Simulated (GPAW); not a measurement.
# TiC (Fm-3m) in GPAW: a series of runs

One crystal, TiC, is run at these levels: PBE, LDA, PBEsol, RPBE; tasks: single point, relaxation of cell and atoms.

Program: GPAW 26.7.0. These are calculated values, not measurements. Logs are shortened: lines on timing, memory, paths and dates and some standing lists are left out, and cuts for length are marked. The log counts tension as positive stress, the text compression.

## Step 1: The crystal as given

The structure is cubic, space group Fm-3m (No. 225). Conventional cell: a = 4.331 Å, b = 4.331 Å, c = 4.331 Å, α = 90.00°, β = 90.00°, γ = 90.00°. Ti (site symmetry m-3m) has 6 C at 2.17 Å as nearest neighbours. Around C (site symmetry m-3m) lie 6 Ti at 2.17 Å.

The cell is a database's computed one.

## Step 2: Single point, PBE

Input file run.py:

```python
from ase.dft.bandgap import bandgap
from ase.io import read, write
from ase.units import GPa
from gpaw import GPAW, PW

atoms = read('POSCAR')

calc = GPAW(mode=PW(800),
            xc='PBE',
            kpts={'size': (11, 11, 11), 'gamma': True},
            occupations={'name': 'methfessel-paxton', 'order': 0, 'width': 0.011},
            nbands=18,
            convergence={'density': 1e-05, 'energy': 1e-05},
            maxiter=150,
            txt='gpaw.txt')
atoms.calc = calc
energy = atoms.get_potential_energy()
forces = atoms.get_forces()
stress = atoms.get_stress()
calc.write('gs.gpw')
write('result.traj', atoms)
print(f'Energy: {energy:.6f} eV')
print('Forces (eV/A):')
print(forces.round(4))
print('Stress (GPa):', (stress / GPa).round(3))
print('Fermi level:', round(calc.get_fermi_level(), 4), 'eV')
print(f'Gap: {bandgap(calc)[0]:.4f} eV, direct: {bandgap(calc, direct=True)[0]:.4f} eV')
```

Input file POSCAR:

```
TiC
1.0
    0.0000000000      2.1657188437      2.1657188437
    2.1657188437      0.0000000000      2.1657188437
    2.1657188437      2.1657188437      0.0000000000
Ti C
1 1
Direct
    0.0000000000      0.0000000000      0.0000000000
    0.5000000000      0.5000000000      0.5000000000
```

Potentials or basis: GPAW PAW data sets (gpaw-data 1.2.1), pw.

Run with:

```sh
> OMP_NUM_THREADS=1 python run.py
```

gpaw.txt:

```text
__  _  _
 | _ |_)|_||  |
 |__||  | ||/\| - 26.7.0

Input parameters:
  mode=PW(ecut=800.0),
  convergence={'density': 1e-05, 'energy': 1e-05},
  kpts=MonkhorstPack(size=(11, 11, 11), gamma=True),
  maxiter=150,
  nbands=18,
  occupations=Occupations(name='methfessel-paxton', order=0, width=0.011),
  xc=XC(name='PBE')

Diagonalizing LCAO Hamiltonian
Converting LCAO to pw mode

              C

       Ti

Atoms  # Å, Bohr magnetons
|   | symbol |        x |        y |        z |    initial magnetic moments |
|---|--------|----------|----------|----------|-----------------------------|
| 0 |     Ti | 0.000000 | 0.000000 | 0.000000 | ( 0.0000,  0.0000,  0.0000) |
| 1 |      C | 2.165719 | 2.165719 | 2.165719 | ( 0.0000,  0.0000,  0.0000) |

Unit cell  # Å
| periodic |        x |        y |        z |  lengths |    angles |
|----------|----------|----------|----------|----------|-----------|
|      yes | 0.000000 | 2.165719 | 2.165719 | 3.062789 | 60.000000 |
|      yes | 2.165719 | 0.000000 | 2.165719 | 3.062789 | 60.000000 |
|      yes | 2.165719 | 2.165719 | 0.000000 | 3.062789 | 60.000000 |

Number of symmetries: 48
Symmetry operations  # r_c * U_cc + t_c -> r_c
|    | kind |            matrix            |
|----|------|------------------------------|
|  0 |  σ   |  1, 0, 0,  1, 0,-1,  1,-1, 0 |
|  1 |  C2  |  1, 0, 0,  1,-1, 0,  1, 0,-1 |
|  2 |  E   |  1, 0, 0,  0, 1, 0,  0, 0, 1 |
|  3 |  σ   |  1, 0, 0,  0, 0, 1,  0, 1, 0 |
|  4 |  C4  |  1, 0,-1,  1, 0, 0,  1,-1, 0 |
|  5 |  S6  |  1, 0,-1,  1,-1, 0,  1, 0, 0 |
|  6 |  σ   |  1, 0,-1,  0, 1,-1,  0, 0,-1 |
|  7 |  C3  |  1, 0,-1,  0, 0,-1,  0, 1,-1 |
|  8 |  S6  |  1,-1, 0,  1, 0, 0,  1, 0,-1 |
|  9 |  C4  |  1,-1, 0,  1, 0,-1,  1, 0, 0 |
| 10 |  C3  |  1,-1, 0,  0,-1, 1,  0,-1, 0 |
| 11 |  σ   |  1,-1, 0,  0,-1, 0,  0,-1, 1 |
| 12 |  σ   |  0, 1, 0,  1, 0, 0,  0, 0, 1 |
| 13 |  C4  |  0, 1, 0,  0, 1,-1, -1, 1, 0 |
| 14 |  C3  |  0, 1, 0,  0, 0, 1,  1, 0, 0 |
| 15 |  S6  |  0, 1, 0, -1, 1, 0,  0, 1,-1 |
| 16 |  C2  |  0, 1,-1,  1, 0,-1,  0, 0,-1 |
| 17 |  σ   |  0, 1,-1,  0, 1, 0, -1, 1, 0 |
| 18 |  S4  |  0, 1,-1,  0, 0,-1,  1, 0,-1 |
| 19 |  C4  |  0, 1,-1, -1, 1, 0,  0, 1, 0 |
| 20 |  C3  |  0, 0, 1,  1, 0, 0,  0, 1, 0 |
| 21 |  σ   |  0, 0, 1,  0, 1, 0,  1, 0, 0 |
| 22 |  S6  |  0, 0, 1,  0,-1, 1, -1, 0, 1 |
| 23 |  C4  |  0, 0, 1, -1, 0, 1,  0,-1, 1 |
| 24 |  S4  |  0, 0,-1,  1, 0,-1,  0, 1,-1 |
| 25 |  C3  |  0, 0,-1,  0, 1,-1,  1, 0,-1 |
| 26 |  C2  |  0, 0,-1,  0,-1, 0, -1, 0, 0 |
| 27 |  S6  |  0, 0,-1, -1, 0, 0,  0,-1, 0 |
| 28 |  S4  |  0,-1, 1,  1,-1, 0,  0,-1, 0 |
| 29 |  C4  |  0,-1, 1,  0, 0, 1, -1, 0, 1 |
| 30 |  C2  |  0,-1, 1,  0,-1, 0,  1,-1, 0 |
| 31 |  σ   |  0,-1, 1, -1, 0, 1,  0, 0, 1 |
| 32 |  C3  |  0,-1, 0,  1,-1, 0,  0,-1, 1 |
| 33 |  S6  |  0,-1, 0,  0, 0,-1, -1, 0, 0 |
| 34 |  S4  |  0,-1, 0,  0,-1, 1,  1,-1, 0 |
| 35 |  C2  |  0,-1, 0, -1, 0, 0,  0, 0,-1 |
| 36 |  C2  | -1, 1, 0,  0, 1, 0,  0, 1,-1 |
| 37 |  S6  | -1, 1, 0,  0, 1,-1,  0, 1, 0 |
| 38 |  S4  | -1, 1, 0, -1, 0, 1, -1, 0, 0 |
| 39 |  C3  | -1, 1, 0, -1, 0, 0, -1, 0, 1 |
| 40 |  S6  | -1, 0, 1,  0, 0, 1,  0,-1, 1 |
| 41 |  C2  | -1, 0, 1,  0,-1, 1,  0, 0, 1 |
| 42 |  C3  | -1, 0, 1, -1, 1, 0, -1, 0, 0 |
| 43 |  S4  | -1, 0, 1, -1, 0, 0, -1, 1, 0 |
| 44 |  C2  | -1, 0, 0,  0, 0,-1,  0,-1, 0 |
| 45 |  i   | -1, 0, 0,  0,-1, 0,  0, 0,-1 |
| 46 |  σ   | -1, 0, 0, -1, 1, 0, -1, 0, 1 |
| 47 |  C2  | -1, 0, 0, -1, 0, 1, -1, 1, 0 |

BZ-sampling:
  Number of BZ points: 1331
  Number of IBZ points: 56

  Monkhorst-Pack size: [11, 11, 11]
  Monkhorst-Pack shift: [0, 0, 0]

K-points  # in reciprocal-cell coordinates
|     |                                coordinates |     weight |
|-----|--------------------------------------------|------------|
|   0 | (  0.00000000,   0.00000000,   0.00000000) | 0.00075131 |
|   1 | (  0.09090909,   0.09090909,   0.00000000) | 0.00450789 |
|   2 | (  0.09090909,   0.09090909,   0.09090909) | 0.00601052 |
|   3 | (  0.18181818,   0.09090909,   0.09090909) | 0.00901578 |
|   4 | (  0.18181818,   0.18181818,   0.00000000) | 0.00450789 |
|   5 | (  0.18181818,   0.18181818,   0.09090909) | 0.01803156 |
|   6 | (  0.18181818,   0.18181818,   0.18181818) | 0.00601052 |
|   7 | (  0.27272727,   0.18181818,   0.09090909) | 0.01803156 |
|   8 | (  0.27272727,   0.18181818,   0.18181818) | 0.01803156 |
|   9 | (  0.27272727,   0.27272727,   0.00000000) | 0.00450789 |
| ... |                                            |            |
|  55 | (  0.45454545,   0.45454545,   0.45454545) | 0.00601052 |

Plane wave coefficients: 1054
Cutoff: 800.0 eV

Spin-components: 1 (collinear spins)
Bands:           18
Projectors:      11
Spin-degeneracy: 2
Datatype:        complex128

Parallelization:
  kpt:    1
  domain: 1
  band:   1

Density:
  Valence electrons: 16.0
  Components: 1
  Grid points: [20 20 20]
  Charge: 0.0  # |e|

Potential:
  Grid points: [20 20 20]

species:
  Ti:
    name:    Titanium
    Z:       22.0
    valence: 12
    core:    10
    charge:  0.0  # [|e|]
    compensation charges:
      type: gauss
      rc: 0.38  # [Å]
      lmax: 2
    cutoffs:
      filter: 2.23  # [Å]
      core: 1.02  # [Å]
    projectors
    | kind |    occ | energy [eV] | rcut [Å] |
    |------|--------|-------------|----------|
    |   3s |  2.000 |     -62.623 |    1.270 |
    |   4s |  2.000 |      -4.466 |    1.270 |
    |   3p |  6.000 |     -38.862 |    1.058 |
    |   4p |  0.000 |      -1.466 |    1.058 |
    |   3d |  2.000 |      -4.258 |    1.058 |
    |    d |        |      22.953 |    1.058 |

    Using partial waves for Ti as LCAO basis

  C:
    name:    Carbon
    Z:       6.0
    valence: 4
    core:    2
    charge:  0.0  # [|e|]
    compensation charges:
      type: gauss
      rc: 0.20  # [Å]
      lmax: 2
    cutoffs:
      filter: 1.14  # [Å]
      core: 1.14  # [Å]
    projectors
    | kind |    occ | energy [eV] | rcut [Å] |
    |------|--------|-------------|----------|
    |   2s |  2.000 |     -13.751 |    0.635 |
    |   2p |  2.000 |      -5.284 |    0.635 |
    |    s |        |      13.461 |    0.635 |
    |    p |        |      21.927 |    0.635 |
    |    d |        |       0.000 |    0.635 |

    Using partial waves for C as LCAO basis

Reference energy: -24251.642397  # eV

eigensolver:
  PPCG
  Converge bands: occupied
  niter=2

density mixing:
  MSR1-Mixer
  Pratt-step length: 0.05
  Maximum mixing coefficient: 0.75
  Old densities: 10
  SVD Regularization: 0.005
  Good broyden scale: 1.0
  Trust region scale: 1.0
  Backstep threshold: 4.0
  History deletion threshold: 6.0
  Fourier metric: weight=20.0, sigma=0.015

occupation numbers:
  Methfessel-Paxton:
    width: 0.0110  # eV
    order: 0

poisson solver:
  ecut: 6400.0  # eV

xc functional:
  name: PBE with 2 nearest neighbor stencil

convergence criteria:
- Maximum integral of absolute [dens]ity change: 1e-05 electrons / valence electron
- Maximum [total energy] change in last 3 cyles: 1e-05 eV / valence electron
- Maximum integral of absolute [eigenst]ate change: 4e-08 eV^2 / valence electron
maximum number of iterations: 150

SCF iterations
|iter     | |      energy | eigst |  dens |
|---------|-|-------------|-------|-------|
|iter:   1| |  -19.854846 | -0.41 |       |
|iter:   2| |  -18.997126 | -2.51 | -0.79 |
|iter:   3| |  -17.573482 | -1.30 | -0.87 |
|iter:   4| |  -17.555256 | -2.77 | -1.57 |
|iter:   5| |  -17.566851 | -3.42 | -1.80 |
|iter:   6| |  -17.566738 | -4.05 | -2.42 |
|iter:   7| |  -17.566741c| -5.98 | -3.34 |
|iter:   8| |  -17.566742c| -6.56 | -3.69 |
|iter:   9| |  -17.566742c| -7.85c| -4.97 |
|iter:  10| |  -17.566742c| -8.54c| -5.41c|

Converged in 10 steps
Energy contributions relative to reference atoms: (reference = -24251.642397)

Energy contributions:
  Kinetic:          16.204894
  Coulomb:         -17.502632
  Zero:              0.110128
  External:          0.000000
  Xc:              -16.379072
  Entropy:          -0.000120
  Spinorbit:         0.000000
  ----------------------------
  Free energy:     -17.566802
  Extrapolated:    -17.566742

dipole moment: (-13.837840, -13.837840, -13.837840)  # |e|*Ang

Fermi level: 10.349
Eigenvalues  # (at kpt = [0.000, 0.000, 0.000])
| band index |      eig [eV] | occ [0-2] |
|------------|---------------|-----------|
|          0 |       -46.353 |     2.000 |
|          1 |       -22.398 |     2.000 |
|          2 |       -22.398 |     2.000 |
|          3 |       -22.398 |     2.000 |
|          4 |        -2.192 |     2.000 |
|          5 |        10.901 |     0.000 |
|          6 |        10.901 |     0.000 |
|          7 |        10.901 |     0.000 |
|          8 |        11.867 |     0.000 |
|          9 |        11.867 |     0.000 |
|         10 |        11.867 |     0.000 |
|         11 |        11.929 |     0.000 |
|         12 |        11.929 |     0.000 |
|        ... |               |           |
|         17 |        30.016 |     0.000 |

No gap
No difference between direct/indirect transitions

Forces  # eV/Ang
|        x |        y |        z |
|----------|----------|----------|
|  0.00000 | -0.00000 |  0.00000 |  # Ti   0
| -0.00000 |  0.00000 | -0.00000 |  # C    1

Stress tensor  # eV/Ang^3
|         x |         y |         z |
|-----------|-----------|-----------|
| -0.005809 | -0.000000 | -0.000000 |
| -0.000000 | -0.005809 | -0.000000 |
| -0.000000 | -0.000000 | -0.005809 |

# Writing to gs.gpw (mode='')
```

Run time: 18 s. Hardware: 1 thread of Arm Neoverse V1, shared host; peak memory 0.16 GiB.

What came out:

| Property | Result |
| --- | --- |
| Free energy | -17.5668 eV |
| Pressure | 0.9 GPa |
| Band gap on the k mesh | none (metal or under the smearing width) |

Levels at points of the mesh, in eV from the Fermi level:
```csv
k point,band 6,band 7,band 8,band 9,band 10,band 11
"(0.00, 0.00, 0.00)",0.55,0.55,0.55,1.52,1.52,1.52
```

(Part 1 of 2 ends here.)
